GaAs (F-43m) in PBE without spin polarisation, spin-orbit coupling or dispersion correction, computed with the 2025 and 2026 releases of the programs named. All runs use an 8×8×8 k mesh and Fermi-Dirac smearing of 0.05 eV; the basis is given by its plane-wave cutoff. Volume, modulus and slope come from Birch-Murnaghan fits to static-lattice energies at seven volumes.

```tsv
program	potentials	basis	equilibrium volume (Å³/atom)	bulk modulus (GPa)	bulk modulus slope	equilibrium volume less the median of the rows (Å³/atom)
Ansatz	Ansatz PAW	420 eV	23.705	60.40	4.810	-0.035
ABINIT	JTH PAW PBE v2.0	463 eV	23.738	59.70	4.930	-0.002
JDFTx	PseudoDojo SR PBE 0.5 standard	1143 eV	23.740	60.60	4.760	0.000
SIRIUS	dojo sr pbe 0.4.1 standard	1152 eV	23.740	60.50	4.810	0.000
ABACUS	PseudoDojo NC SR 0.4.1 PBE standard	1143 eV	23.740	60.50	4.810	0.000
Quantum ESPRESSO	SSSP 1.3 efficiency PBE	952 eV	23.757	60.50	4.830	0.017
VASP	VASP PAW PBE potentials, recommended	520 eV	23.764	60.50	4.750	0.024
```

From top to bottom the equilibrium volume grows by 0.059 Å³ per atom, a quarter of a percent. Four of the seven rows stand within 0.002 Å³ of one another; Ansatz lies below them, Quantum ESPRESSO and VASP above. The same functional is solved for the same crystal in every row. What changes is the description of the inner electrons, the basis and the program, so the differences belong to the calculation and tell nothing new about GaAs.

The total energies of the same runs differ far more than the volumes do, by up to about 4300 eV per atom. Most of that difference is harmless. Each potential keeps its own set of electrons and its own zero of energy, and this adds a constant to the energy of the crystal at every volume. A constant lifts or lowers the whole energy curve and leaves its minimum where it was.

Only the part of the difference that changes with volume can move the minimum. Suppose that one potential makes the squeezed crystal slightly too expensive compared with the stretched one. Its energy curve is then tilted towards larger volume, and the crystal behaves as if a weak extra pressure pushed it outward from within. It expands until its own elastic resistance balances the push.

That balance gives the size of the shift. If p is the extra outward pressure, V the equilibrium volume and B the bulk modulus, which measures the resistance to a uniform squeeze, then

ΔV ≈ pV/B.

A soft crystal with large atoms therefore shows a given tilt more clearly than a stiff, compact one. Half the modulus at the same volume means twice the shift.

**Ansatz: the smallest volume**

The first row lets the estimate be worked in full, with ABACUS as the reference because its volume is the median of the table. Two of the computed energies bracket the minimum, at 23.49 and 23.94 Å³ per atom. Between them the ABACUS energy falls by 0.18 meV per atom, while the Ansatz energy rises by 0.07 meV. The difference of 0.25 meV, spread over 0.45 Å³, is a tilt of about 0.55 meV/Å³ towards smaller volume.

Since 1 meV/Å³ equals 0.16 GPa, this tilt acts as an inward pressure of about 0.09 GPa. Multiplied by V/B, which is 23.7/60.4 Å³ per GPa, it gives a shift of −0.035 Å³. The table has the same value. The agreement shows that the arithmetic of the tilt is right, not what causes it, because these two energies also belong to the seven from which the volume was fitted.

The obvious suspect in this row is the basis, for 420 eV is the lowest cutoff in the table. Cutoffs of different kinds of potential are poor measures of quality, however: the potentials at about 1150 eV are norm-conserving and need many more plane waves than PAW potentials do. A fairer test asks how much the energy of each run still depends on its own cutoff. The computed pressure carries that information.

When a cell is stretched with a fixed set of plane waves, the waves stretch too, and the basis becomes coarser. The energy then rises a little for a reason that has nothing to do with bonding, and the crystal seems to be pulled inward. The pressure at fixed basis therefore falls below the true slope of the energy curve, an effect known as Pulay stress. If the energy has stopped depending on the cutoff, the two agree.

For Ansatz they agree to about 0.001 GPa at 22.59 Å³ per atom, the one volume at which they were compared. The extra pressure to be explained, about 0.09 GPa, is far larger. That points away from the cutoff and towards the potential, or the way in which the program applies it, as the source of the tilt. These runs can't separate the two.

**ABINIT: a median volume with an odd modulus**

The next row supports this reading from the other side. In ABINIT the pressure lies 0.13 GPa below the slope of the energies, the largest gap among the rows that can be compared, and yet its volume is almost exactly the median. A run can thus have a visible Pulay stress and still give an ordinary volume, provided that the volume is taken from energies at constant cutoff. The gap matters when a cell is relaxed until its uncorrected pressure vanishes. With V/B as before, 0.13 GPa corresponds to about 0.05 Å³, nearly the whole spread of the table.

ABINIT is irregular in another column. Its bulk modulus, 59.7 GPa, is 0.8 GPa below that of ABACUS, and its bulk modulus slope, the rate at which the modulus grows with pressure, is the highest of all. The two oddities belong together. Only one of the seven computed volumes lies beyond the minimum, so the curvature there is poorly secured, and a fit can exchange a lower modulus for a steeper rise with little change in the energies.

Such an exchange can't be the whole story. From 21.23 to 22.59 Å³ per atom the ABINIT energy rises by 0.49 meV relative to that of ABACUS, and over the next stretch of equal length, up to 23.94 Å³, by only 0.18 meV. A difference that levels off in this way takes curvature from the energy curve and so lowers the modulus. The levelling is far larger than the typical misfit of the ABINIT fit, 0.013 meV per atom. Part of the low modulus therefore comes from the potential or the basis of this run. Its exact value at the minimum remains poorly secured, and none of it means a softer GaAs.

That misfit, the largest of the seven rows, is probably why the simple estimate does worst here. The two energies around the minimum suggest a shift of −0.008 Å³, whereas the fit to all seven gives −0.002 Å³. In the other rows the estimate and the table agree to about 0.001 Å³. Differences of a few thousandths of an Å³ between programs are therefore not worth interpreting.

**JDFTx, SIRIUS and ABACUS: the same volume three times**

The middle of the table shows what a harmless difference looks like. SIRIUS and ABACUS name the same family and version of potentials, and their energies differ by 1 meV per atom at every one of the seven volumes. This offset has no tilt, so the volume stays the same. The agreement is a good check on two programs, but it counts as one vote on the quality of the potentials.

JDFTx uses a later version of that family and makes the point more strongly. Near the minimum its energy is −2218.9 eV per atom against −2483.9 eV in ABACUS, a difference of 265 eV. Over the whole range of volumes this difference changes by no more than 0.04 meV. An enormous change in the total energy has left the equation of state practically untouched.

**Quantum ESPRESSO and VASP: the largest volumes**

In the last two rows the tilt has the opposite direction to that of Ansatz. Squeezing the crystal from 23.94 to 21.23 Å³ per atom costs about 62 meV per atom in ABACUS. Quantum ESPRESSO asks 1.0 meV more and VASP 1.2 meV more. Around the minimum this acts as an outward pressure of about 0.05 GPa in the first and 0.06 GPa in the second, enough for the shifts of 0.017 and 0.024 Å³ in the table.

These two rows share a feature that could produce such a push. Quantum ESPRESSO treats five electrons of arsenic as valence electrons, as does the standard arsenic potential of VASP, so that the filled 3d shell belongs to the frozen core. ABINIT and JDFTx treat fifteen, with the 3d shell among them. In the first case the shell keeps the shape that it had in the free atom; in the second it may adapt to the crystal.

The variational principle suggests the direction of the effect. Freedom to adapt can only lower the energy, and in a free atom the frozen shell already has its best shape, so nothing is lost there. As the neighbours come closer they should disturb the shell more, and the energy that it could have gained by adapting should grow. In otherwise identical calculations the frozen shell would then make compression too expensive and the equilibrium volume slightly too large. The argument isn't complete, though: a potential with a frozen shell can also miss part of the repulsion between that shell and the neighbouring atoms, and this works the other way.

The sign suggested by the variational principle fits both rows, but the size of the effect can't be read from them. Their potentials differ from the others in more than the 3d shell, and such differences alone can be of similar weight. ABINIT, with the 3d shell free, needs 0.7 meV per atom less than ABACUS for the same compression. Nor is the basis ruled out for Quantum ESPRESSO: at 22.59 Å³ per atom its pressure lies about 0.12 GPa below the slope of its energies, more than twice the push to be explained, whereas in VASP the two nearly agree. The outputs don't state how many arsenic electrons the Ansatz potential treats, so that row counts neither for nor against the idea. The frozen shell is therefore a possible explanation of the two large volumes, but one that these runs leave untested.

The distance between the last two rows deserves less attention. In VASP the volume was fitted to energies that leave out part of the contribution from the smeared occupations. The full free energies would move the minimum outward by a little under 0.01 Å³. That is about as much as the 0.007 Å³ by which VASP now exceeds Quantum ESPRESSO, so with the Quantum ESPRESSO energies left as they are, the distance would roughly double.

**What a quarter of a percent means**

The agreement of the seven rows is agreement about PBE, not about the real crystal. PBE is well known to bind GaAs too weakly and to make its volume several percent too large, and every program inherits that error. Against it, the choice among these potentials is a small matter. A better potential brings the result closer to the PBE answer, which itself lies off the measured one.

For layered devices the small spread can still count. A change in volume is shared among three directions, so 0.25% in volume becomes about 0.08% in the lattice constant. GaAs and AlAs, which are grown on each other in lasers and fast transistors, have almost the same lattice constant. If one layer were computed with the first row's settings and the other with the last row's, the false strain could be of the same order as the real one.

Both layers should therefore be computed with one program, one arsenic potential and one way of finding the minimum. The open question about the last two rows calls for the same discipline: repeat the VASP row with an arsenic potential that frees the 3d shell, and change nothing else. If the frozen shell is the main cause, the volume should fall close to the median. Such a fall would support the idea without proving it, because two potentials for the same element can differ in more than one shell.
